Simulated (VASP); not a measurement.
Wanted: the native input for a VASP 6.6.1 run.

```
Task                   : single point
Functional             : PBE
Potentials or basis    : VASP PAW PBE potentials, release 64 (In_d, Pd)
Cutoff                 : 520 eV
k mesh                 : 8 × 8 × 8
Occupations            : gaussian, width 0.027 eV
Spin                   : no spin polarisation
Further INCAR settings : ALGO = Fast; EDIFF = 1e-06
```

The structure of InPd lies in POSCAR:

```
InPd
1.0
    3.2718847800      0.0000000000      0.0000000000
    0.0000000000      3.2718847800      0.0000000000
    0.0000000000      0.0000000000      3.2718847800
In Pd
1 1
Direct
    0.0000000000      0.0000000000      0.0000000000
    0.5000000000      0.5000000000      0.5000000000
```

The cell comes from a database or a generator and needn't be the stable form of this composition.

The input as run:

INCAR

```
PREC = Accurate
ENCUT = 520
EDIFF = 1E-6
ISMEAR = 0
SIGMA = 0.027000000000000003
LREAL = False
LASPH = True
NELM = 100
ALGO = Fast
ISIF = 2
LWAVE = False
LCHARG = False
GGA = PE
```

KPOINTS

```
regular mesh
0
Gamma
  8 8 8
```

Potentials or basis: VASP PAW PBE potentials, release 64 (In_d, Pd).

The run is started by

```bash
$ cat potpaw_PBE.64/In_d/POTCAR potpaw_PBE.64/Pd/POTCAR > POTCAR
$ mpirun -np 1 vasp_std > vasp.out
```

Results of the run:

| Quantity | Value |
| --- | --- |
| Pressure | 3.7 GPa |
| Band gap on the k mesh | none (metal or under the smearing width) |

It took 7.3 s on 1 thread of Intel(R) Xeon(R) 6975P-C (Granite Rapids) (shared host), peak memory 0.14 GiB.
